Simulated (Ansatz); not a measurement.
## Where the states of AlN lie

```
Al N
1.0
     3.11100    0.00000    0.00000
    -1.55550    2.69421    0.00000
     0.00000    0.00000    4.97800
Al N
2 2
Direct
  0.33333 0.66667 0.00000
  0.66667 0.33333 0.50000
  0.33333 0.66667 0.38500
  0.66667 0.33333 0.88500
```

The cell is COD entry 9008860, as deposited and not checked against the literature; nothing was relaxed.

These are results of Ansatz 0.2.0, DFT, PBEsol, all-electron LAPW, scalar-relativistic, not measurements.

The runs use a Γ-centred 11×11×6 k mesh, Fermi–Dirac smearing of 0.02 eV, basis error target 1 meV/atom, no spin polarisation.

States per eV and cell, averaged over 0.6 eV, from -6.4 to 5.4 eV, with energies (bin centres) from the valence-band top; empty bins are left out. The partial columns, the largest 4 alone, are projections on Löwdin-orthogonalised atomic shells (those that the program's projection atoms carry: the occupied ones and, for some elements, an empty d or f shell; other empty shells have no column), summed over atoms of an element. Weights on diffuse s and p shells depend on that basis and aren't pure angular character.

| E (eV) | total | N 2p | Al 3p | Al 3s | N 2s |
| --- | --- | --- | --- | --- | --- |
| -6.2 | 0.02 | 0.01 | 0.00 | 0.00 | 0.00 |
| -5.6 | 1.16 | 0.70 | 0.23 | 0.20 | 0.02 |
| -5.0 | 2.66 | 1.64 | 0.49 | 0.42 | 0.10 |
| -4.4 | 1.56 | 1.01 | 0.20 | 0.24 | 0.10 |
| -3.8 | 1.15 | 0.76 | 0.20 | 0.11 | 0.07 |
| -3.2 | 1.64 | 1.15 | 0.29 | 0.13 | 0.05 |
| -2.6 | 1.98 | 1.47 | 0.33 | 0.11 | 0.04 |
| -2.0 | 2.63 | 2.09 | 0.40 | 0.08 | 0.03 |
| -1.4 | 3.43 | 2.89 | 0.40 | 0.06 | 0.02 |
| -0.8 | 3.33 | 2.99 | 0.26 | 0.02 | 0.01 |
| -0.2 | 0.43 | 0.41 | 0.01 | 0.00 | 0.00 |
| 4.6 | 0.05 | 0.00 | 0.01 | 0.01 | 0.02 |
| 5.2 | 0.92 | 0.09 | 0.48 | 0.05 | 0.14 |

Task: Which of the resolved shells contributes most in the top eV of the valence band?

Result: N 2p, with 90 % of all states there; Al 3p follows with 7 %.
